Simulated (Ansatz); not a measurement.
# In (Im-3m) in Ansatz: density of states with PBEsol+D3(BJ)

Aim: the density of states of In with PBEsol+D3(BJ).

Everything below comes from runs of Ansatz 0.2.0. Logs are shortened: lines on timing, memory, paths and dates and some standing lists are left out, and cuts for length are marked.

## Step 1: Starting point

The structure is cubic, space group Im-3m (No. 229). The conventional cell has a = 3.765 Å, b = 3.765 Å, c = 3.765 Å, α = 90.00°, β = 90.00°, γ = 90.00°. In (site symmetry m-3m) has 8 In at 3.26 Å as nearest neighbours.

This isn't the form of In at room conditions, which is tetragonal.

## Step 2: Density of states, PBEsol+D3(BJ)

Contents of input.yaml:

```yaml
crystal:
  lattice:
    - [-1.88252524, 1.88252524, 1.88252524]
    - [1.88252524, -1.88252524, 1.88252524]
    - [1.88252524, 1.88252524, -1.88252524]
  atoms:
    - { symbol: In, position: [0.0, 0.0, 0.0] }
kpoints:
  mp_grid: { grid: [10, 10, 10] }
scf:
  occupations: { method: methfessel_paxton, width: 0.1 }
hamiltonian:
  xc: pbesol
  dispersion: d3bj
  pseudopotentials: { kind: all_electron, lapw: { basis_error: 0.001 } }
output:
  forces: true
  stress: true
  eigenvalues: true
  dos: { projected: false, de: 0.1, e_range: [-20, 8] }
```

Potentials or basis: all-electron LAPW, scalar-relativistic.

Command:

```sh
$ ansatz run input.yaml --threads 1 --pin off --max-ram 3072MiB --backend cpu --events-out ev --progress --plain --runs-dir out
```

The program printed:

```text
Warning: RAYON_NUM_THREADS=1 ignored (pool sized by the plan → 1); use --threads N
LAPW: plane waves up to 6.829 Å⁻¹, error target 1.0e-3 eV per atom; small_component_spin mean_spin; In in spheres of 1.630 Å, 21 of its electrons in bands, Dirac shells [] (how accurate: hamiltonian.pseudopotentials.lapw.basis_error, Limitations)
Engine: ansatz 0.2.0, aarch64-unknown-linux-gnu
Pseudopotentials: kind: all_electron
Pseudopotential: In, LAPW, valence charge 21, lapw/all_electron/scalar/gaussian/In, Koelling and Harmon's equation, gaussian nucleus
Functional definition: PBEsol
  exchange = pbesol_x
  correlation = pbesol_c
Crystal: 1 atoms, lattice volume = 26.686 Å³
Basis set: ecut = 177.69345898533712 eV, 141 PW (Γ), exchange–correlation at level 2
Bands: 15, of which v1, the nominal top of the filled ones, is band 11 counted from 1 (10 counted from 0)
Symmetry: 48 space group operations
Space group: Im-3m (ITA 229), of the structure as read, at distance tolerance 3.0e-5 Å
k-points: 47 of 1000
Non-local potential: In, projectors of the file, none
Initial density: superposition of atomic densities (chi_scale 0.1, normalization cell)
Initial wavefunctions: plane waves of lowest kinetic energy (no species holds an atomic orbital)
Functional: x = pbesol(κ = 0.804, μ = 0.12345679012345678), c = pbesol(β = 0.046)
iter 1 solved again at ethr=3.46e-5 eV; its pass at ethr=1.00e-1 eV (dr2=7.26e-3 eV) is discarded
SCF iter   1: F=—  HF=-159973.929300 eV  |F-HF|=—  |Δ(HF+E_count)|=         —  Δρ=5.97e-3  dr2=7.33e-3  ethr=3.46e-5  ⟨swp⟩=3.7  Hψ=5132  notcnv=0
preconditioner: auto → Kerker (q_TF=auto, 2.621 Å⁻¹)  [metal: Δε(μ)=0.022 eV  Ē_g=19.324 eV  σ=0.100 eV  W_gap=0.18  n_scr=12 (ndim 8)  ℏωp=25.9 eV  f_vac=0.000  D(μ)=1.27/eV (n_scr^D=12)]
SCF iter   2: F=—  HF=-159973.899850 eV  |F-HF|=—  |Δ(HF+E_count)|=   2.95e-2  S|Δr|=    0.00e0  Δρ=3.16e-3  dr2=2.46e-3  ethr=3.46e-5  ⟨swp⟩=2.0  Hψ=1995  notcnv=0
SCF iter   3: F=—  HF=-159973.897504 eV  |F-HF|=—  |Δ(HF+E_count)|=   2.35e-3  S|Δr|=    0.00e0  Δρ=2.10e-3  dr2=1.27e-3  ethr=1.17e-5  ⟨swp⟩=2.0  Hψ=1995  notcnv=0
SCF iter   4: F=—  HF=-159973.897085 eV  |F-HF|=—  |Δ(HF+E_count)|=   4.19e-4  S|Δr|=    0.00e0  Δρ=8.99e-4  dr2=3.08e-4  ethr=6.05e-6  ⟨swp⟩=2.0  Hψ=1995  notcnv=0
iter 5 solved again at ethr=1.10e-7 eV; its pass at ethr=1.47e-6 eV (dr2=2.31e-5 eV) is discarded
SCF iter   5: F=—  HF=-159973.897160 eV  |F-HF|=—  |Δ(HF+E_count)|=   7.52e-5  S|Δr|=    0.00e0  Δρ=2.36e-4  dr2=2.31e-5  ethr=1.10e-7  ⟨swp⟩=2.0  Hψ=3382  notcnv=0
SCF iter   6: F=—  HF=-159973.897162 eV  |F-HF|=—  |Δ(HF+E_count)|=   1.90e-6  S|Δr|=    0.00e0  Δρ=5.95e-5  dr2=6.78e-7  ethr=1.10e-7  ⟨swp⟩=2.0  Hψ=1995  notcnv=0
SCF iter   7: F=-159973.897162 eV  HF=-159973.897162 eV  |F-HF|=1.12e-8  |Δ(HF+E_count)|=   2.13e-7  S|Δr|=    0.00e0  Δρ=9.98e-6  dr2=1.77e-8  ethr=3.23e-9  ⟨swp⟩=2.0  Hψ=1995  notcnv=0
SCF 1 converged in 7 iterations: F = -159973.897162 eV  dr2 = 1.77e-8
SCF converged after 7 iterations
Stability not checked: this state was not tested for a lower state beside it, because cold or Methfessel-Paxton smearing, or corrected tetrahedra, fill the levels in a way that the test cannot read (fill_not_monotonic; see scf.lower_state_search)
Free energy (F): -159973.897162 eV
Harris-Foulkes:  -159973.897162 eV  (|F-HF|=1.12e-8)
Internal energy: -159973.895130 eV  (E = F + TS)
E sigma→0 (E₀):  -159973.896654 eV
Entropy (-TS):   -0.002032 eV (-2.032 meV/atom)
Fermi energy:    12.968398 eV
--- Per-component energies (eV) ---
  E_band       = -555.021133
  E_kinetic    = 167897.308007
  E_xc         = -4279.258729
  E_electrostatic = -323591.593050  (all electrons and nuclei)
  E_disp       = -0.351358  (pairwise vdW)
  E_smearing   = -0.002032  (= −TS)
  E_closure    = 0.000000  (closes the sum)
  E_atoms      = -159970.595489  (free atoms, spherical and without spin; not in F)
  Σ components = -159973.897162   (vs F -159973.897162, Δ=0.00e0)
  Basis errors (estimates in eV, not in F): energy 2.4e-4 per atom: plane waves 2.3e-4 (1.2e-4 summed), levels above the bands 0.0e0, relativity 1.6e-8, radial functions 2.1e-6, core shells 9.9e-10; eigenvalues (radial functions only) 3.7e-5; not estimated: angular momenta, meshes, grids; target (lapw.basis_error) 1.0e-3; muffin-tin radii In 1.630 Å
--- Forces (eV/Å), atoms counted from 1 ---
  atom   1  In     0.00000000    -0.00000000     0.00000000
  max |Σ_I F_I| component: 5.14e-32 eV/Å
--- Stress (GPa, compression-positive) ---
       -3.516025       0.000000      -0.000000
        0.000000      -3.516025       0.000000
       -0.000000       0.000000      -3.516025
  P = ⅓ Tr σ = -3.5160 GPa (-35.160 kbar)
--- Band table (eV; the first three rows and the last of 47) ---
  k-point 0: bands = ["-102.2073", "-60.7241", "-60.7241", "-60.7241", "-1.5423", "-1.5423", "-1.5423", "-1.2751", "-1.2751", "3.6130", "23.9117", "23.9117", "23.9117", "25.9553", "25.9553"]
  k-point 1: bands = ["-102.2073", "-60.7249", "-60.7244", "-60.7241", "-1.5527", "-1.5331", "-1.5028", "-1.2858", "-1.2754", "3.8415", "21.8419", "22.9403", "23.3863", "24.9150", "25.2344"]
  k-point 2: bands = ["-102.2072", "-60.7267", "-60.7252", "-60.7241", "-1.5796", "-1.5200", "-1.3975", "-1.3068", "-1.2763", "4.5352", "18.3839", "21.3614", "22.2312", "24.0842", "24.2906"]
  k-point 46: bands = ["-102.2065", "-60.7304", "-60.7304", "-60.7304", "-1.6447", "-1.6447", "-1.1498", "-1.1498", "-1.1498", "13.9033", "14.2844", "14.2844", "14.2844", "18.2814", "18.2814"]
```

It took 3.4 s on 1 thread of Arm Neoverse V1, shared host; peak memory 0.23 GiB.

What came out:

| Property | Result |
| --- | --- |
| Free energy | -159973.8972 eV |
| Pressure | -3.5 GPa |
| Band gap on the k mesh | none (metal or under the smearing width) |

States per cell in windows of 1 eV (zero at the Fermi level; states under -8 eV left out):
```tsv
from (eV)	total
-8.0	0.21
-7.0	0.26
-6.0	0.31
-5.0	0.41
-4.0	0.44
-3.0	0.24
-2.0	0.40
-1.0	0.52
0.0	0.48
1.0	0.57
2.0	0.56
3.0	0.54
4.0	0.59
5.0	0.63
6.0	0.82
7.0	0.79
```

Caveat: pairwise dispersion overbinds metals, which lowers pressure and volume.
